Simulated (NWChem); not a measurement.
# CdS (Hawleyite) (P1) in NWChem: convergence with cutoff

Aim: find how far cutoff must go before the results for CdS (Hawleyite) settle, at PBE. This setting moves, with any that are tied to it; all else stays.

Program: NWChem 7.2.2. These are calculated values, not measurements. Logs are shortened: lines on timing, memory, paths and dates and some standing lists are left out, and cuts for length are marked.

## 1. The cell of the first run

The typed cell holds 2 atoms: a = 4.125 Å, b = 4.125 Å, c = 4.125 Å, α = 60.00°, β = 60.00°, γ = 60.00°.

The cell isn't the ideal one: atoms moved at random.

## 2. With cutoff 12 Ha

Contents of cds.nw:

```
start cds
title "CdS converge"
memory 1800 mb
geometry units angstrom nocenter noautosym noautoz print
  system crystal
    lattice_vectors
         0.0000000000    2.9165000000    2.9165000000
         2.9165000000    0.0000000000    2.9165000000
         2.9165000000    2.9165000000    0.0000000000
  end
  Cd -0.0103480000  0.0223960000 -0.0034000000
  S  -0.2512920000 -0.2528890000 -0.2502550000
end
nwpw
  simulation_cell
    ngrid 20 20 20
  end
  xc pbe96
  cutoff 12.0
  ewald_ncut 8
  ewald_rcut 3.0
  pseudopotentials
    Cd library TM
    S library TM
  end
  monkhorst-pack 3 3 3
  smear 0.0018375 fermi orbitals 5
  scf pulay alpha 0.5 iterations 5 outer_iterations 1
  loop 10 10
  tolerances 1e-08 1e-08
end
set includestress .true.
task band gradient
```

Potentials or basis: NWChem's TM library (Troullier-Martins).

Command:

```console
nwchem cds.nw > cds.out
```

cds.out:

```text
Northwest Computational Chemistry Package (NWChem) 7.2.2
             --------------------------------------------------------

                                NWChem Input Module
                                -------------------

                                   CdS converge
                                   ------------

                             Geometry "geometry" -> ""
                             -------------------------

 Output coordinates in angstroms (scale by  1.889725989 to convert to a.u.)

  No.       Tag          Charge          X              Y              Z
 ---- ---------------- ---------- -------------- -------------- --------------
    1 Cd                  48.0000     2.97190183     5.79290396     2.95163799
    2 S                   16.0000     4.36558052     4.37023817     4.36255611

      Lattice Parameters
      ------------------

      lattice vectors in angstroms (scale by  1.889725989 to convert to a.u.)

      a1=<   0.000   2.917   2.917 >
      a2=<   2.917   0.000   2.917 >
      a3=<   2.917   2.917   0.000 >
      a=       4.125 b=      4.125 c=       4.125
      alpha=  60.000 beta=  60.000 gamma=  60.000
      omega=    49.6

      reciprocal lattice vectors in a.u.

      b1=<  -0.570   0.570   0.570 >
      b2=<   0.570  -0.570   0.570 >
      b3=<   0.570   0.570  -0.570 >

      Atomic Mass
      -----------

      Cd               113.903600
      S                 31.972070

 ==============================================================================
                                internuclear distances
 ------------------------------------------------------------------------------
       center one      |      center two      | atomic units |  angstroms
 ------------------------------------------------------------------------------
    2 S                |   1 Cd               |     4.61225  |     2.44070
 ------------------------------------------------------------------------------
                         number of included internuclear distances:          1
 ==============================================================================

          **********************************************************
[... 12 lines left out ...]
          **********************************************************
          ================ input data ========================
 Generating 1d pseudopotential for Cd

 Generated formatted_filename: ./Cd.cpp
 Generating 1d pseudopotential for S

 Generated formatted_filename: ./S.cpp
 random planewave guess, initial psi:cds.movecs
-   spin, nalpha, nbeta: 1   14    0

 input psi filename:./cds.movecs

 options:
      boundary conditions  = periodic    (version3)
      electron spin        = restricted
      exchange-correlation = PBE96 (White and Bird) parameterization

[... 42 lines left out ...]
      weight=   0.074  ks=<   0.333   0.333   0.333 >, k=<   0.190   0.190   0.190>
      weight=   0.074  ks=<  -0.000   0.333   0.333 >, k=<   0.380  -0.000   0.000>
      weight=   0.074  ks=<  -0.333   0.333   0.333 >, k=<   0.570  -0.190  -0.190>
      weight=   0.074  ks=<   0.333  -0.000   0.333 >, k=<  -0.000   0.380   0.000>
      [... further points ...]

 computational grids:
      density     cutoff= 24.000  fft=  20x  20x  20(     1893 waves     1893 per task)
      wavefnc   1 cutoff= 12.000  fft=  20x  20x  20(      658 waves      658 per task)
      wavefnc   2 cutoff= 12.000  fft=  20x  20x  20(      664 waves      664 per task)
      wavefnc   3 cutoff= 12.000  fft=  20x  20x  20(      680 waves      680 per task)
      [... further points ...]

[... 8 lines left out ...]
      scf algorithm        = Johnson-Pulay mixing (15 histories)
      scf mixing type      = density
      scf mixing parameter = 0.5000
      Kerker damping       = 0.0000

[... 8 lines left out ...]
    iter.           Energy         DeltaE       DeltaRho        DeltaV
    ---------------------------------------------------------------------
       1   -0.5124466592E+02   -0.14089E+02    0.21818E+01    0.21818E+01
       2   -0.6293135078E+02   -0.11687E+02    0.35560E+00    0.27804E+00
       3   -0.6440580438E+02   -0.14745E+01    0.13294E-01    0.14869E-01
       4   -0.6446838702E+02   -0.62583E-01    0.14456E-01    0.39046E-02
       5   -0.6446693206E+02    0.14550E-02    0.18305E-02    0.11980E-02
       6   -0.6447260037E+02   -0.56683E-02    0.56061E-04    0.31948E-04
       7   -0.6447268711E+02   -0.86735E-04    0.22321E-04    0.94092E-05
       8   -0.6447274193E+02   -0.54825E-04    0.28546E-05    0.12584E-05
       9   -0.6447274722E+02   -0.52819E-05    0.46012E-06    0.19185E-06
      10   -0.6447274820E+02   -0.98338E-06    0.29459E-07    0.38394E-07
      11   -0.6447274842E+02   -0.21952E-06    0.18473E-08    0.30004E-08
      12   -0.6447274840E+02    0.14830E-07    0.14646E-08    0.76649E-09
      13   -0.6447274839E+02    0.17746E-07    0.94608E-11    0.19319E-11
      14   -0.6447274839E+02   -0.74360E-09    0.14155E-10    0.14037E-10
    - Writing fractional density.
      Filename:./cds.rho
  *** tolerance ok.    iteration terminated.

          =============  summary of results  =================

 number of electrons: spin up=    9.00000  down=    9.00000 (real space)

 total     energy    :  -0.6447274839E+02 (   -0.32236E+02/ion)
 total orbital energy:   0.2624505280E+00
 hartree   energy    :   0.1409843509E+02
 exc-corr  energy    :  -0.2099183098E+02
 ion-ion   energy    :  -0.4265974195E+02 (   -0.21330E+02/ion)
 smearing  energy    :  -0.1063511502E-04

 K.S. kinetic energy :   0.3660043419E+02
 K.S. V_l  energy    :  -0.1607739111E+02
 K.S. V_nl energy    :  -0.3544261375E+02
 K.S. V_Hart energy  :   0.2819687018E+02
 K.S. V_xc energy    :  -0.1301478052E+02
 K.S. V_so energy    :   0.0000000000E+00
 Virial Coefficient  :  -0.9928274349E+00

 Fermi energy =     0.2421994E+00 (   6.591eV)

 Brillouin zone point:      1
    weight=  0.074074
    k     =<   0.333   0.333   0.333> . <b1,b2,b3>
          =<   0.190   0.190   0.190>
[... 55 lines left out ...]
 orbital energies:
     0.3755515E+00 (  10.219eV) occ=0.000
     0.3560153E+00 (   9.688eV) occ=0.000
     0.1673293E+00 (   4.553eV) occ=1.000
     0.1669274E+00 (   4.542eV) occ=1.000
     0.1097985E+00 (   2.988eV) occ=1.000
     0.1034751E-02 (   0.028eV) occ=1.000
    -0.7115990E-02 (  -0.194eV) occ=1.000
    -0.2149882E-01 (  -0.585eV) occ=1.000
    -0.2335569E-01 (  -0.636eV) occ=1.000
    -0.2725783E-01 (  -0.742eV) occ=1.000
    -0.2192143E+00 (  -5.965eV) occ=1.000

 [... further points or orbitals ...]
 Total BAND energy   :  -0.6447274839E+02

 Total PSPW energy (charge correction - E + 0.5*q**2*mandelung/rs) :  -0.6447274839E+02

========================
= Gradient calculation =
========================

Translation force removed: (   -0.00430    0.00310   -0.00326)

          =============  Ion Gradients =================
 Ion Forces:
        1 Cd   (   -0.00349    0.00252   -0.00288 )
        2 S    (    0.01245   -0.00899    0.01027 )
        C.O.M. (    0.00000    0.00000   -0.00000 )
          ===============================================
          |F|       =   0.191854E-01
          |F|/nion  =   0.959272E-02
          max|Fatom|=   0.184716E-01 (   0.950eV/Angstrom)

 Generated formatted_stress_filename: ./Cd.cpp2

 Generated formatted_stress_filename: ./S.cpp2

======================
= Stress calculation =
======================

          ============= total gradient ==============
      S =  (   -0.43013    0.42763    0.43312 )
           (    0.43061   -0.42684    0.42982 )
           (    0.43340    0.42713   -0.42963 )
          ===================================================
          |S|      = 0.12895E+01

       dE/da     =     0.61094
       dE/db     =     0.60440
       dE/dc     =     0.61019
       dE/dalpha =     2.03493
       dE/dbeta  =     2.06635
       dE/dgamma =     2.03968

 output psi filename:./cds.movecs
```

Run time: 27 s. Hardware: 1 thread of Arm Neoverse V1, shared host; peak memory 0.1 GiB.

What came out:

| Property | Result |
| --- | --- |
| Free energy | -1754.3931 eV |
| Pressure | -416.8 GPa |
| Largest force | 0.608 eV/Å |
| Band gap on the k mesh | 0.47 eV, direct |

## 3. With cutoff 18 Ha

cds.nw: that of step 2 with these lines changed.

```diff
@@ -15,6 +15,6 @@
   simulation_cell
-    ngrid 20 20 20
+    ngrid 24 24 24
   end
   xc pbe96
-  cutoff 12.0
+  cutoff 18.0
   ewald_ncut 8
```

Potentials or basis: NWChem's TM library (Troullier-Martins).

Command:

```console
nwchem cds.nw > cds.out
```

It took 44 s on 1 thread of Arm Neoverse V1, shared host; peak memory 0.13 GiB.

What came out:

- Free energy: -1791.8250 eV
- Pressure: -41.0 GPa
- Largest force: 0.628 eV/Å
- Band gap on the k mesh: 0.97 eV, direct

## 4. With cutoff 24 Ha

cds.nw: that of step 3 with these lines changed.

```diff
@@ -15,6 +15,6 @@
   simulation_cell
-    ngrid 24 24 24
+    ngrid 30 30 30
   end
   xc pbe96
-  cutoff 18.0
+  cutoff 24.0
   ewald_ncut 8
```

Command:

```console
nwchem cds.nw > cds.out
```

Run time: 84 s. Hardware: 1 thread of Arm Neoverse V1, shared host; peak memory 0.19 GiB.

Results:

```yaml
Free_energy: -1794.0357 eV
Pressure: 2.5 GPa
Largest_force: 0.543 eV/Å
Band_gap_on_the_k_mesh: 0.97 eV, direct
```

## 5. With cutoff 30 Ha

cds.nw: that of step 4 with these lines changed.

```diff
@@ -18,3 +18,3 @@
   xc pbe96
-  cutoff 24.0
+  cutoff 30.0
   ewald_ncut 8
```

Command:

```console
nwchem cds.nw > cds.out
```

It took 95 s on 1 thread of Arm Neoverse V1, shared host; peak memory 0.21 GiB.

Results:

* Free energy: -1794.2021 eV
* Pressure: 6.8 GPa
* Largest force: 0.755 eV/Å
* Band gap on the k mesh: 0.95 eV, direct

## 6. With cutoff 36 Ha

cds.nw: that of step 5 with these lines changed.

```diff
@@ -15,6 +15,6 @@
   simulation_cell
-    ngrid 30 30 30
+    ngrid 32 32 32
   end
   xc pbe96
-  cutoff 30.0
+  cutoff 36.0
   ewald_ncut 8
```

Potentials or basis: NWChem's TM library (Troullier-Martins).

Command:

```console
nwchem cds.nw > cds.out
```

Run time: 1.9 min. Hardware: 1 thread of Arm Neoverse V1, shared host; peak memory 0.24 GiB.

What came out:

* Free energy: -1794.0230 eV
* Pressure: 8.1 GPa
* Largest force: 0.566 eV/Å
* Band gap on the k mesh: 1.01 eV, direct

## 7. With cutoff 44 Ha

cds.nw: that of step 6 with these lines changed.

```diff
@@ -15,6 +15,6 @@
   simulation_cell
-    ngrid 32 32 32
+    ngrid 36 36 36
   end
   xc pbe96
-  cutoff 36.0
+  cutoff 44.0
   ewald_ncut 8
```

Command:

```console
nwchem cds.nw > cds.out
```

It took 2.8 min on 1 thread of Arm Neoverse V1, shared host; peak memory 0.32 GiB.

Results:

```yaml
Free_energy: -1793.9471 eV
Pressure: 4.4 GPa
Largest_force: 0.587 eV/Å
Band_gap_on_the_k_mesh: 1.02 eV, direct
```

## 8. With cutoff 54 Ha

cds.nw: that of step 7 with these lines changed.

```diff
@@ -15,6 +15,6 @@
   simulation_cell
-    ngrid 36 36 36
+    ngrid 40 40 40
   end
   xc pbe96
-  cutoff 44.0
+  cutoff 54.0
   ewald_ncut 8
```

Command:

```console
nwchem cds.nw > cds.out
```

Run time: 6.2 min. Hardware: 1 thread of Arm Neoverse V1, shared host; peak memory 0.42 GiB.

Results:

* Free energy: -1794.0252 eV
* Pressure: 5.9 GPa
* Largest force: 0.594 eV/Å
* Band gap on the k mesh: 1.02 eV, direct

## 9. With cutoff 64 Ha

cds.nw: that of step 8 with these lines changed.

```diff
@@ -15,6 +15,6 @@
   simulation_cell
-    ngrid 40 40 40
+    ngrid 48 48 48
   end
   xc pbe96
-  cutoff 54.0
+  cutoff 64.0
   ewald_ncut 8
```

Potentials or basis: NWChem's TM library (Troullier-Martins).

Command:

```console
nwchem cds.nw > cds.out
```

It took 8.3 min on 1 thread of Arm Neoverse V1, shared host; peak memory 0.64 GiB.

What came out:

```yaml
Free_energy: -1793.9711 eV
Pressure: 6.0 GPa
Largest_force: 0.585 eV/Å
Band_gap_on_the_k_mesh: 1.02 eV, direct
```

## 10. The series at a glance

```csv
cutoff,"energy less the tightest run, at zero smearing (meV/atom)",pressure (GPa),largest force (eV/Å),gap on the mesh (eV),SCF cycles,CPU time (s),peak memory (GiB)
12 Ha,19789.12,-416.77,0.608,0.469,14,27,0.1
18 Ha,1073.05,-40.96,0.628,0.975,13,44,0.13
24 Ha,-32.30,2.53,0.543,0.975,15,84,0.19
30 Ha,-115.50,6.83,0.755,0.952,16,95,0.21
36 Ha,-25.93,8.11,0.566,1.005,15,110,0.24
44 Ha,12.01,4.37,0.587,1.017,18,170,0.32
54 Ha,-27.06,5.93,0.594,1.017,33,370,0.42
64 Ha,0.00,5.97,0.585,1.018,25,500,0.64
```

Against the tightest run, the pressure stays within 0.1 GPa from 54 Ha on; the gap on the mesh stays within 0.01 eV from 44 Ha on. Not settled before the last step: the energy (to 1 meV/atom), the largest force (to 0.005 eV/Å). The tightest run that finished is the yardstick and may itself not be fully converged.

Caveats: all runs use coarse meshes; potentials of this library can shift pressures by several GPa and gaps by up to half an eV, enough to turn an indirect gap into a direct one.
